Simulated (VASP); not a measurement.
# Au (Fm-3m) in VASP: band structure with PBE

Aim: the band structure of Au with PBE.

Program: VASP 6.6.1. These are calculated values, not measurements. Logs are shortened: lines on timing, memory, paths and dates and some standing lists are left out, and cuts for length are marked.

## 1. The structure

Symmetry: Fm-3m, No. 225, cubic system. Conventional cell: a = 4.158 Å, b = 4.158 Å, c = 4.158 Å, α = 90.00°, β = 90.00°, γ = 90.00°. Au (site symmetry m-3m) has 12 Au at 2.94 Å as nearest neighbours.

## 2. Band structure, PBE

Contents of INCAR:

```
SYSTEM = Au
PREC     = Accurate       ! precision mode
ENCUT    = 520            ! plane-wave cutoff, eV
EDIFF    = 1E-6           ! SCF threshold, eV
ISMEAR   = 0              ! smearing method
SIGMA    = 0.1            ! smearing width, eV
LREAL    = .FALSE.        ! projectors in reciprocal space
LASPH    = .TRUE.         ! aspherical terms in the spheres
NELM     = 60             ! most SCF steps
ALGO     = Normal         ! electronic algorithm
ISIF     = 2              ! what is computed and relaxed
LWAVE    = .FALSE.        ! write WAVECAR
LCHARG   = .FALSE.        ! write CHGCAR
LMAXMIX  = 4              ! l up to which the mixer works
GGA      = PE             ! functional
```

Contents of KPOINTS:

```
Automatic mesh
0
G
  18 18 18
  0 0 0
```

Contents of POSCAR:

```
Au
1.0
    0.0000000000      2.0789560000      2.0789560000
    2.0789560000      0.0000000000      2.0789560000
    2.0789560000      2.0789560000      0.0000000000
Au
1
Direct
    0.0000000000      0.0000000000      0.0000000000
```

Contents of KPOINTS_OPT:

```
path GXWKGLUWLK,UX
20
line-mode
reciprocal
 0.0000000000  0.0000000000  0.0000000000  G
 0.5000000000  0.0000000000  0.5000000000  X

 0.5000000000  0.0000000000  0.5000000000  X
 0.5000000000  0.2500000000  0.7500000000  W

 0.5000000000  0.2500000000  0.7500000000  W
 0.3750000000  0.3750000000  0.7500000000  K

 0.3750000000  0.3750000000  0.7500000000  K
 0.0000000000  0.0000000000  0.0000000000  G

 0.0000000000  0.0000000000  0.0000000000  G
 0.5000000000  0.5000000000  0.5000000000  L

 0.5000000000  0.5000000000  0.5000000000  L
 0.6250000000  0.2500000000  0.6250000000  U

 0.6250000000  0.2500000000  0.6250000000  U
 0.5000000000  0.2500000000  0.7500000000  W

 0.5000000000  0.2500000000  0.7500000000  W
 0.5000000000  0.5000000000  0.5000000000  L

 0.5000000000  0.5000000000  0.5000000000  L
 0.3750000000  0.3750000000  0.7500000000  K

 0.6250000000  0.2500000000  0.6250000000  U
 0.5000000000  0.0000000000  0.5000000000  X
```

Potentials or basis: VASP PAW PBE potentials, release 64 (Au).

The run is started by

```sh
> cat potpaw_PBE.64/Au/POTCAR > POTCAR
> mpirun -np 1 vasp_std > vasp.out
```

OUTCAR:

```text
SYSTEM = Au
   PREC = Accurate
   ENCUT = 520
   EDIFF = 1E-6
   ISMEAR = 0
   LREAL = .FALSE.
   LASPH = .TRUE.
   NELM = 60
   ISIF = 2
   GGA = PE

 ion  position               nearest neighbor table
   1  0.000  0.000  0.000-

  LATTYP: Found a face centered cubic cell.
 ALAT       =     4.1579120000

  Lattice vectors:

 A1 = (   0.0000000000,   2.0789560000,   2.0789560000)
 A2 = (   2.0789560000,   0.0000000000,   2.0789560000)
 A3 = (   2.0789560000,   2.0789560000,   0.0000000000)

Analysis of symmetry for initial positions (statically):
=====================================================================
 Subroutine PRICEL returns:
 Original cell was already a primitive cell.

 Routine SETGRP: Setting up the symmetry group for a
 face centered cubic supercell.

 Subroutine GETGRP returns: Found 48 space group operations
 (whereof 48 operations were pure point group operations)
 out of a pool of 48 trial point group operations.

The static configuration has the point symmetry O_h .

Analysis of symmetry for dynamics (positions and initial velocities):
=====================================================================
 Subroutine PRICEL returns:
 Original cell was already a primitive cell.

 Routine SETGRP: Setting up the symmetry group for a
 face centered cubic supercell.

 Subroutine GETGRP returns: Found 48 space group operations
 (whereof 48 operations were pure point group operations)
 out of a pool of 48 trial point group operations.

The dynamic configuration has the point symmetry O_h .

 Subroutine INISYM returns: Found 48 space group operations
 (whereof 48 operations are pure point group operations),
 and found     1 'primitive' translations

----------------------------------------------------------------------------------------

                                     Primitive cell

  volume of cell :      17.9707

  direct lattice vectors                    reciprocal lattice vectors
     0.000000000  2.078956000  2.078956000    -0.240505331  0.240505331  0.240505331
     2.078956000  0.000000000  2.078956000     0.240505331 -0.240505331  0.240505331
     2.078956000  2.078956000  0.000000000     0.240505331  0.240505331 -0.240505331

  length of vectors
     2.940087771  2.940087771  2.940087771     0.416567452  0.416567452  0.416567452

  position of ions in fractional coordinates (direct lattice)
     0.000000000  0.000000000  0.000000000

  ion indices of the primitive-cell ions
   primitive index   ion index
[... 78 lines left out ...]
   NFREE  =      0    steps in history (QN), initial steepest desc. (CG)
   ISIF   =      2    stress and relaxation
   ISYM   =      2    0-nonsym 1-usesym 2-fastsym
   POTIM  = 0.5000    time-step for ionic-motion
   TEBEG  =    0.0;   TEEND  =   0.0 temperature during run
   PSTRESS=    0.0 pullay stress
   NELECT =      11.0000    total number of electrons
   NUPDOWN=      -1.0000    fix difference up-down
   EMIN   =  10.00;   EMAX   =-10.00  energy-range for DOS
   EFERMI =   0.00;   METHOD = LEGACY
   ISMEAR =     0;   SIGMA  =   0.10  broadening in eV -4-tet -1-fermi 0-gaus
   EFERMI_NEDOS =   21; number of points for ismear=-14 and -15
   IALGO  =     38    algorithm
   IMIX   =      4    mixing-type and parameters
     AMIX     =   0.40;   BMIX     =  1.00
     AMIX_MAG =   1.60;   BMIX_MAG =  1.00
  volume/ion in A,a.u.               =      17.97       121.27
  Fermi-wavevector in a.u.,A,eV,Ry     =   1.390007  2.626733 26.288094  1.932120
  Thomas-Fermi vector in A             =   2.513984
   LORBIT       =      0    0 simple, 1 ext, 2 COOP (PROOUT), +10 PAW based schemes
   GGA     = PE    functional components
   LHFCALC =     F    Hartree Fock is set to
   AEXX    =    0.0000 exact exchange contribution
   IVDW    =     0    specifies the selected vdW correction
   LEPSILON=     F    determine dielectric tensor
   LRPA    =     F    only Hartree local field effects (RPA)
 non-spin polarized calculation
 Gauss-broadening in eV      SIGMA  =   0.10
  energy-cutoff  :      520.00
  volume of cell :       17.97
 maximum number of plane-waves:       531
 NGX is ok and might be reduce to    24
   NGX = 11   NGY = 11   NGZ = 11

 number of electron      11.0000001 magnetization

 Free energy of the ion-electron system (eV)
  ---------------------------------------------------
  ext. energy  EPLUGINS =         0.00000000
  ---------------------------------------------------
  free energy    TOTEN  =        -3.22236539 eV

  energy without entropy =       -3.22109884  energy(sigma->0) =       -3.22173212

 E-fermi :   8.5661     XC(G=0): -12.4007

 val. band max:        8.5507860955   @ k =   0.5000   0.2778   0.1111
 cond. band min:       8.5950001258   @ k =   0.5000   0.1667   0.0556
 fundamental gap:      0.0442140303
 Fermi energy:         8.5660737143

 k-point     1 :       0.0000    0.0000    0.0000
  band No.  band energies     occupation
      1      -0.6931      2.00000
      2       4.1969      2.00000
      3       4.1969      2.00000
      4       4.1969      2.00000
      5       5.5755      2.00000
      6       5.5755      2.00000
      7      23.1954      0.00000
      8      26.8891      0.00000
      9      26.8891      0.00000
[... 265 lines left out ...]
 k-point    24 :      -0.2222    0.0556    0.0000
  band No.  band energies     occupation
      1       1.0279      2.00000
      2       3.9678      2.00000
      3       4.4799      2.00000
      4       4.5121      2.00000
      5       5.4964      2.00000
      6       5.9345      2.00000
      7      19.8483      0.00000
      8      24.1057      0.00000
      9      26.6332      0.00000

 [... further k-points ...]

------------------------ aborting loop because EDIFF is reached ----------------------------------------

  FORCE on cell =-STRESS in cart. coord.  units (eV):
  Direction    XX          YY          ZZ          XY          YZ          ZX
  --------------------------------------------------------------------------------------
  -------------------------------------------------------------------------------------
  Total       -0.0271681     -0.0271681     -0.0271681      0.0000000      0.0000000     -0.0000000
  in kB       -2.4221681     -2.4221681     -2.4221681      0.0000000      0.0000000     -0.0000000
  external PRESSURE =      -2.4221681 kB  Pullay stress =       0.0000000 kB

 VOLUME and BASIS-vectors are now :
 -----------------------------------------------------------------------------
  energy-cutoff  :      520.00
  volume of cell :       17.97
      direct lattice vectors                 reciprocal lattice vectors
     0.000000000  2.078956000  2.078956000    -0.240505331  0.240505331  0.240505331
     2.078956000  0.000000000  2.078956000     0.240505331 -0.240505331  0.240505331
     2.078956000  2.078956000  0.000000000     0.240505331  0.240505331 -0.240505331

 POSITION                                       TOTAL-FORCE (eV/Angst)
 -----------------------------------------------------------------------------------
      0.00000      0.00000      0.00000         0.000000      0.000000      0.000000
 -----------------------------------------------------------------------------------
    total drift:                               -0.000000      0.000000      0.000000

  FREE ENERGIE OF THE ION-ELECTRON SYSTEM (eV)
  ---------------------------------------------------
  free  energy   TOTEN  =        -3.2223653933 eV

  energy  without entropy=       -3.2210988373  energy(sigma->0) =       -3.22173212
```

OSZICAR:

```text
N       E                     dE             d eps       ncg     rms          rms(c)
DAV:   1     0.424791297511E+02    0.42479E+02   -0.58267E+03  3886   0.108E+03
DAV:   2    -0.305228341387E+01   -0.45531E+02   -0.42678E+02  3637   0.196E+02
DAV:   3    -0.348284066572E+01   -0.43056E+00   -0.43016E+00  4217   0.198E+01
[... 14 lines left out ...]
DAV:   5     0.967535222942E+04   -0.17711E-02     3987
DAV:   6     0.967535221090E+04   -0.18519E-04     3740
DAV:   7     0.967535221063E+04   -0.26216E-06     2789
       N       E                     dE             ncg
DAV:   1     0.840425498535E+05   -0.20675E+04       98
DAV:   2     0.838160714670E+05   -0.22648E+03       99
DAV:   3     0.838140024818E+05   -0.20690E+01       93
DAV:   4     0.838139942234E+05   -0.82585E-02       90
DAV:   5     0.838139941594E+05   -0.63917E-04       90
DAV:   6     0.838139941588E+05   -0.66831E-06       90
```

stdout:

```text
POSCAR found type information on POSCAR Au
 POSCAR found :  1 types and       1 ions
 scaLAPACK will be used
 LDA part: xc-table for (Slater+PW92), standard interpolation
 POSCAR, INCAR and KPOINTS ok, starting setup
 FFT: planning ... GRIDC
 FFT: planning ... GRID_SOFT
 FFT: planning ... GRID
 WAVECAR not read
 entering main loop
 Start KPOINTS_OPT (optional k-point list driver)
k-point batch [1-195\200]
k-point batch [196-200\200]
```

It took 22 s on 1 thread of Intel Xeon Platinum 8488C (Sapphire Rapids), shared host; peak memory 0.17 GiB.

What came out:

```yaml
Free_energy: -3.2224 eV
Pressure: -0.2 GPa
Band_gap_along_the_path: none (metal or under the smearing width)
```

Levels at the corners of the path, in eV from the Fermi level:
```
point  band 1  band 2  band 3  band 4  band 5  band 6  band 7  band 8  band 9
    Γ   -9.26   -4.37   -4.37   -4.37   -2.99   -2.99   14.63   18.32   18.32
    X   -6.54   -6.25   -1.94   -1.60   -1.60    1.22    5.40    9.90    9.90
    X   -6.54   -6.25   -1.94   -1.60   -1.60    1.22    5.40    9.90    9.90
    W   -5.51   -4.78   -4.78   -3.11   -1.60    4.49    6.18    6.18    9.15
    W   -5.51   -4.78   -4.78   -3.11   -1.60    4.49    6.18    6.18    9.15
    K   -5.98   -5.40   -3.56   -2.72   -2.01    3.72    4.59    7.18   12.33
    K   -5.98   -5.40   -3.56   -2.72   -2.01    3.72    4.59    7.18   12.33
    Γ   -9.26   -4.37   -4.37   -4.37   -2.99   -2.99   14.63   18.32   18.32
    Γ   -9.26   -4.37   -4.37   -4.37   -2.99   -2.99   14.63   18.32   18.32
    L   -6.79   -4.40   -4.40   -1.90   -1.90   -0.67    2.84   14.07   16.78
    L   -6.79   -4.40   -4.40   -1.90   -1.90   -0.67    2.84   14.07   16.78
    U   -5.98   -5.40   -3.56   -2.72   -2.01    3.72    4.59    7.18   12.33
    U   -5.98   -5.40   -3.56   -2.72   -2.01    3.72    4.59    7.18   12.33
    W   -5.51   -4.78   -4.78   -3.11   -1.60    4.49    6.18    6.18    9.15
    W   -5.51   -4.78   -4.78   -3.11   -1.60    4.49    6.18    6.18    9.15
    L   -6.79   -4.40   -4.40   -1.90   -1.90   -0.67    2.84   14.07   16.78
    L   -6.79   -4.40   -4.40   -1.90   -1.90   -0.67    2.84   14.07   16.78
    K   -5.98   -5.40   -3.56   -2.72   -2.01    3.72    4.59    7.18   12.33
    U   -5.98   -5.40   -3.56   -2.72   -2.01    3.72    4.59    7.18   12.33
    X   -6.54   -6.25   -1.94   -1.60   -1.60    1.22    5.40    9.90    9.90
```

Caveat: spin-orbit coupling is left out, which moves the levels of the heavy elements.
